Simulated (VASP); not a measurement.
# SnSe2 (P-3m1) in VASP: single point with PBE+D3(BJ)

Aim: the single point of SnSe2 with PBE+D3(BJ).

All numbers are computed with VASP 6.6.1; they aren't measurements. Logs are shortened: lines on timing, memory, paths and dates and some standing lists are left out, and cuts for length are marked.

## Step 1: The structure

Symmetry: P-3m1, No. 164, trigonal system. The conventional cell has a = 3.811 Å, b = 3.811 Å, c = 6.137 Å, α = 90.00°, β = 90.00°, γ = 120.00°. Sn (site symmetry -3m) is surrounded by 6 Se at 2.68 Å. Around Se (site symmetry 3m) lie 3 Sn at 2.68 Å.

## Step 2: Single point, PBE+D3(BJ)

File INCAR:

```
PREC = Accurate
ENCUT = 520
EDIFF = 1E-7
ISMEAR = 0
SIGMA = 0.1
LREAL = F
LASPH = T
NELM = 80
ALGO = Normal
ISIF = 2
LWAVE = F
LCHARG = F
GGA = PE
IVDW = 12
NBANDS = 20
```

File KPOINTS:

```
Automatic mesh
0
Gamma
  6 6 4
```

File POSCAR:

```
SnSe2
1.0
    3.8109987816      0.0000000000      0.0000000000
   -1.9054993908      3.3004217586      0.0000000000
    0.0000000000      0.0000000000      6.1370000000
Sn Se
1 2
Direct
    0.0000000000      0.0000000000      0.0000000000
    0.3333333333      0.6666666667      0.2500000000
    0.6666666667      0.3333333333      0.7500000000
```

Potentials or basis: VASP PAW PBE potentials, release 64 (Sn_d, Se).

Started as:

```sh
cat potpaw_PBE.64/Sn_d/POTCAR potpaw_PBE.64/Se/POTCAR > POTCAR
mpirun -np 1 vasp_std > vasp.out
```

OUTCAR:

```text
PREC = Accurate
   ENCUT = 520
   EDIFF = 1E-7
   ISMEAR = 0
   LREAL = F
   LASPH = T
   NELM = 80
   ISIF = 2
   GGA = PE
   IVDW = 12
 IVDW          = 12

 ion  position               nearest neighbor table
   1  0.000  0.000  0.000-   2 2.68   3 2.68   2 2.68   3 2.68   3 2.68   2 2.68
   2  0.333  0.667  0.250-   1 2.68   1 2.68   1 2.68
   3  0.667  0.333  0.750-   1 2.68   1 2.68   1 2.68

  LATTYP: Found a hexagonal cell.
 ALAT       =     3.8109987816
 C/A-ratio  =     1.6103390087

  Lattice vectors:

 A1 = (   3.8109987816,   0.0000000000,   0.0000000000)
 A2 = (  -1.9054993908,   3.3004217586,   0.0000000000)
 A3 = (   0.0000000000,   0.0000000000,   6.1370000000)

Analysis of symmetry for initial positions (statically):
=====================================================================
 Subroutine PRICEL returns:
 Original cell was already a primitive cell.

 Routine SETGRP: Setting up the symmetry group for a
 hexagonal supercell.

 Subroutine GETGRP returns: Found 12 space group operations
 (whereof 12 operations were pure point group operations)
 out of a pool of 24 trial point group operations.

The static configuration has the point symmetry D_3d.

Analysis of symmetry for dynamics (positions and initial velocities):
=====================================================================
 Subroutine PRICEL returns:
 Original cell was already a primitive cell.

 Routine SETGRP: Setting up the symmetry group for a
 hexagonal supercell.

 Subroutine GETGRP returns: Found 12 space group operations
 (whereof 12 operations were pure point group operations)
 out of a pool of 24 trial point group operations.

The dynamic configuration has the point symmetry D_3d.

 Subroutine INISYM returns: Found 12 space group operations
 (whereof 12 operations are pure point group operations),
 and found     1 'primitive' translations

----------------------------------------------------------------------------------------

                                     Primitive cell

  volume of cell :      77.1906

  direct lattice vectors                    reciprocal lattice vectors
     3.810998782  0.000000000  0.000000000     0.262398405  0.151495789  0.000000000
    -1.905499391  3.300421759  0.000000000     0.000000000  0.302991579  0.000000000
     0.000000000  0.000000000  6.137000000     0.000000000  0.000000000  0.162946065

  length of vectors
     3.810998782  3.810998782  6.137000000     0.302991579  0.302991579  0.162946065

  position of ions in fractional coordinates (direct lattice)
     0.000000000  0.000000000  0.000000000
     0.333333333  0.666666667  0.250000000
     0.666666667  0.333333333  0.750000000

  ion indices of the primitive-cell ions
   primitive index   ion index
                 1           1
                 2           2
                 3           3

----------------------------------------------------------------------------------------

 KPOINTS: Automatic mesh

Automatic generation of k-mesh.
 Grid dimensions read from file:
 generate k-points for:    6    6    4

 Generating k-lattice:

  Cartesian coordinates                     Fractional coordinates (reciprocal lattice)
     0.043733067  0.025249298  0.000000000     0.166666667 -0.000000000  0.000000000
     0.000000000  0.050498596  0.000000000     0.000000000  0.166666667  0.000000000
     0.000000000  0.000000000  0.040736516     0.000000000  0.000000000  0.250000000

  Length of vectors
     0.050498596  0.050498596  0.040736516

  Shift w.r.t. Gamma in fractional coordinates (k-lattice)
     0.000000000  0.000000000  0.000000000

 Subroutine IBZKPT returns following result:
 ===========================================

 Found     24 irreducible k-points:

 Following reciprocal coordinates:
            Coordinates               Weight
  0.000000  0.000000  0.000000      1.000000
  0.166667  0.000000  0.000000      6.000000
  0.333333 -0.000000  0.000000      6.000000
  0.500000  0.000000  0.000000      3.000000
  0.166667  0.166667  0.000000      6.000000
  0.333333  0.166667  0.000000     12.000000
[... 16 lines left out ...]
  0.333333  0.166667  0.500000     12.000000
  0.333333  0.333333  0.500000      2.000000
   k-points           NKPTS =     24   k-points in BZ     NKDIM =     24   number of bands    NBANDS=     20
   number of dos      NEDOS =    301   number of ions     NIONS =      3
   total plane-waves  NPLWV =  37632
   dimension x,y,z NGX =    28 NGY =   28 NGZ =   48
   dimension x,y,z NGXF=    56 NGYF=   56 NGZF=   96
   ions per type =               1   2
   NGX,Y,Z   is equivalent  to a cutoff of  12.21, 12.21, 13.00 a.u.
   NGXF,Y,Z  is equivalent  to a cutoff of  24.43, 24.43, 26.01 a.u.
 SYSTEM =  unknown system
   PREC   = accura    normal or accurate (medium, high low for compatibility)
   ISTART =      0    job   : 0-new  1-cont  2-samecut
   ICHARG =      2    charge: 1-file 2-atom 10-const
   ISPIN  =      1    spin polarized calculation?
   LNONCOLLINEAR =      F non collinear calculations
   LSORBIT =      F    spin-orbit coupling
   LASPH  =      T    aspherical Exc in radial PAW
   ENCUT  =  520.0 eV  38.22 Ry    6.18 a.u.   7.09  7.09 11.41*2*pi/ulx,y,z
   NELM   =     80;   NELMIN=  2; NELMDL= -5     # of ELM steps
   EDIFF  = 0.1E-06   stopping-criterion for ELM
   LREAL  =      F    real-space projection
   EDIFFG = 0.1E-05   stopping-criterion for IOM
   NSW    =      0    number of steps for IOM
   IBRION =     -1    ionic relax: 0-MD 1-quasi-New 2-CG
   NFREE  =      0    steps in history (QN), initial steepest desc. (CG)
   ISIF   =      2    stress and relaxation
   ISYM   =      2    0-nonsym 1-usesym 2-fastsym
   POTIM  = 0.5000    time-step for ionic-motion
   TEBEG  =    0.0;   TEEND  =   0.0 temperature during run
   PSTRESS=    0.0 pullay stress
   NELECT =      26.0000    total number of electrons
   NUPDOWN=      -1.0000    fix difference up-down
   EMIN   =  10.00;   EMAX   =-10.00  energy-range for DOS
   EFERMI =   0.00;   METHOD = LEGACY
   ISMEAR =     0;   SIGMA  =   0.10  broadening in eV -4-tet -1-fermi 0-gaus
   EFERMI_NEDOS =   21; number of points for ismear=-14 and -15
   IALGO  =     38    algorithm
   IMIX   =      4    mixing-type and parameters
     AMIX     =   0.40;   BMIX     =  1.00
     AMIX_MAG =   1.60;   BMIX_MAG =  1.00
  volume/ion in A,a.u.               =      25.73       173.64
  Fermi-wavevector in a.u.,A,eV,Ry     =   1.139054  2.152501 17.652812  1.297445
  Thomas-Fermi vector in A             =   2.275758
   LORBIT       =      0    0 simple, 1 ext, 2 COOP (PROOUT), +10 PAW based schemes
   GGA     = PE    functional components
   LHFCALC =     F    Hartree Fock is set to
   AEXX    =    0.0000 exact exchange contribution
   IVDW    =    12    specifies the selected vdW correction
   LEPSILON=     F    determine dielectric tensor
   LRPA    =     F    only Hartree local field effects (RPA)
 non-spin polarized calculation
 Gauss-broadening in eV      SIGMA  =   0.10
  energy-cutoff  :      520.00
  volume of cell :       77.19
 maximum number of plane-waves:      2109
   NGX = 15   NGY = 15   NGZ = 23

 number of electron      26.0000006 magnetization

 Free energy of the ion-electron system (eV)
  ---------------------------------------------------
  ext. energy  EPLUGINS =         0.00000000
  ---------------------------------------------------
  free energy    TOTEN  =       -11.74710199 eV

  energy without entropy =      -11.74710199  energy(sigma->0) =      -11.74710199

 E-fermi :   4.5603     XC(G=0):  -9.4574

 val. band max:        4.1612785986   @ k =   0.0000   0.0000   0.0000
 cond. band min:       4.9782101250   @ k =   0.5000   0.0000   0.2500
 fundamental gap:      0.8169315264
 Fermi energy:         4.5602550466

 k-point     1 :       0.0000    0.0000    0.0000
  band No.  band energies     occupation
      1     -17.0944      2.00000
      2     -17.0944      2.00000
      3     -17.0566      2.00000
      4     -17.0415      2.00000
      5     -17.0415      2.00000
      6      -9.8075      2.00000
[... 12 lines left out ...]
     19      13.1226      0.00000
     20      13.1226      0.00000

 k-point     2 :       0.1667    0.0000    0.0000
  band No.  band energies     occupation
      1     -17.1082      2.00000
      2     -17.0860      2.00000
      3     -17.0510      2.00000
      4     -17.0449      2.00000
      5     -17.0389      2.00000
      6      -9.5324      2.00000
[... 12 lines left out ...]
     19      12.4359      0.00000
     20      13.3853      0.00000

 k-point     3 :       0.3333   -0.0000    0.0000
  band No.  band energies     occupation
      1     -17.1388      2.00000
      2     -17.0764      2.00000
      3     -17.0596      2.00000
      4     -17.0284      2.00000
      5     -17.0261      2.00000
      6      -8.7956      2.00000
[... 12 lines left out ...]
     19      13.1297      0.00000
     20      13.9875      0.00000

 k-point     4 :       0.5000    0.0000    0.0000
  band No.  band energies     occupation
      1     -17.1547      2.00000
      2     -17.0750      2.00000
      3     -17.0643      2.00000
      4     -17.0192      2.00000
      5     -17.0163      2.00000
      6      -8.1512      2.00000
[... 12 lines left out ...]
     19      14.1876      0.00000
     20      14.8398      0.00000

 k-point     5 :       0.1667    0.1667    0.0000
  band No.  band energies     occupation
      1     -17.1242      2.00000
      2     -17.0844      2.00000
      3     -17.0513      2.00000
      4     -17.0431      2.00000
      5     -17.0264      2.00000
      6      -9.0203      2.00000
[... 12 lines left out ...]
     19      11.1811      0.00000
     20      14.3745      0.00000
[... 353 lines left out ...]
      6      -8.0537      2.00000
[... 12 lines left out ...]
     19      14.0030      0.00000
     20      14.9260      0.00000

 k-point    22 :       0.1667    0.1667    0.5000
  band No.  band energies     occupation
      1     -17.1244      2.00000
      2     -17.0844      2.00000
      3     -17.0514      2.00000
      4     -17.0430      2.00000
      5     -17.0263      2.00000
      6      -8.8625      2.00000
[... 12 lines left out ...]
     19      12.2097      0.00000
     20      13.3426      0.00000

 k-point    23 :       0.3333    0.1667    0.5000
  band No.  band energies     occupation
      1     -17.1397      2.00000
      2     -17.0876      2.00000
      3     -17.0553      2.00000
      4     -17.0295      2.00000
      5     -17.0182      2.00000
      6      -8.1193      2.00000
[... 12 lines left out ...]
     19      12.6128      0.00000
     20      13.8502      0.00000

 k-point    24 :       0.3333    0.3333    0.5000
  band No.  band energies     occupation
      1     -17.1159      2.00000
      2     -17.1159      2.00000
      3     -17.0380      2.00000
      4     -17.0380      2.00000
      5     -17.0233      2.00000
      6      -7.6719      2.00000
[... 12 lines left out ...]
     19      13.1947      0.00000
     20      13.2628      0.00000

------------------------ aborting loop because EDIFF is reached ----------------------------------------

 Edisp (eV)   -1.08280

 E8    (eV) :    -0.4736

  FORCE on cell =-STRESS in cart. coord.  units (eV):
  Direction    XX          YY          ZZ          XY          YZ          ZX
  --------------------------------------------------------------------------------------
  -------------------------------------------------------------------------------------
  Total       1.29237     1.29237     1.85749     0.00000     0.00000     0.00000
  in kB      26.82466    26.82466    38.55428     0.00000     0.00000     0.00000
  external pressure =       30.73 kB  Pullay stress =        0.00 kB

 VOLUME and BASIS-vectors are now :
 -----------------------------------------------------------------------------
  energy-cutoff  :      520.00
  volume of cell :       77.19
      direct lattice vectors                 reciprocal lattice vectors
     3.810998782  0.000000000  0.000000000     0.262398405  0.151495789  0.000000000
    -1.905499391  3.300421759  0.000000000     0.000000000  0.302991579  0.000000000
     0.000000000  0.000000000  6.137000000     0.000000000  0.000000000  0.162946065

 POSITION                                       TOTAL-FORCE (eV/Angst)
 -----------------------------------------------------------------------------------
      0.00000      0.00000      0.00000        -0.000000      0.000000     -0.000000
     -0.00000      2.20028      1.53425        -0.000000      0.000000      0.738866
      1.90550      1.10014      4.60275         0.000000     -0.000000     -0.738866
 -----------------------------------------------------------------------------------
    total drift:                               -0.000000     -0.000000     -0.000000

  FREE ENERGIE OF THE ION-ELECTRON SYSTEM (eV)
  ---------------------------------------------------
  free  energy   TOTEN  =       -12.8299033712 eV

  energy  without entropy=      -12.8299033711  energy(sigma->0) =      -12.82990337
```

It took 21 s on 1 thread of AMD EPYC 9R14 (Zen 4), shared host; peak memory 0.18 GiB.

What came out:

```
Free energy                : -12.8299 eV
Pressure                   : 3.1 GPa
Largest force              : 0.739 eV/Å
Band gap on the k mesh     : 0.82 eV, indirect (least direct gap 1.09 eV)
Dispersion energy per atom : -0.361 eV
```

Forces in eV/Å, atoms in the order of the input:
```
Sn   0.000  0.000  0.000
Se   0.000  0.000  0.739
Se   0.000  0.000 -0.739
```

Stress tensor (GPa, compression positive):
```
2.68 0.00 0.00
0.00 2.68 0.00
0.00 0.00 3.86
```

Caveat: spin-orbit coupling is left out, which moves the levels of the heavy elements; the cell's inner coordinates are idealised or old, which leaves forces on the atoms.
